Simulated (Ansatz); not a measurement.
# Formation energy of CdSe

Computed with Ansatz (plane waves, PAW, 500 eV cutoff): r²SCAN, scalar-relativistic, no spin polarisation, 10×10×6 k-mesh, Gaussian smearing of 0.05 eV. The datasets are Ansatz's generated set soft_2.

The chain of runs began from a cell as deposited in COD, expanded in volume. Of that entry: the entry's cell lengths or inner coordinates differ somewhat from later room-temperature determinations.

It takes space group P6_3mc (No. 186, hexagonal). The conventional cell has a = 4.339 Å, b = 4.339 Å, c = 7.081 Å, α = 90.00°, β = 90.00°, γ = 120.00°. Cd (site symmetry 3m) is surrounded by 4 Se at 2.66 Å. Se (site symmetry 3m) has 4 Cd at 2.66 Å as nearest neighbours. (Neighbours are counted to 15 % beyond the shortest distance.)

The elements were computed in their standard states with the same datasets, cutoff and functional. Absolute energies hang on the potentials; compare differences alone.

Energy of the relaxed cell (4 atoms, smearing extrapolated to zero): -27495.674 eV. Elements, in eV/atom: Cd -8268.182, Se -5478.127.

Task: What is the formation energy?

Result: [-27495.674 − (2 × -8268.182 + 2 × -5478.127)] / 4 = -0.76 eV/atom, or -74 kJ per mole of atoms.

The value is for 0 K, without zero-point energy. Uncorrected semilocal values for oxides, chalcogenides and halides often miss by tenths of an eV an atom. A negative value shows stability against the elements alone, not against other compounds or structures.

Bader charges against formal ones: Cd +0.83 (+2), Se −0.83 (−2). The cations give up 41 % of the formal charge; Bader charges stay under formal ones because the anions' density reaches into the cations' basins, the more so the higher the formal charge and the softer the anion.

Formal charges Cd²⁺, Se²⁻ balance and leave closed shells on every ion, so a band insulator is expected, and the gap is 1.10 eV.

Kohn–Sham gaps of semilocal functionals lie under measured ones, often by a third or more.
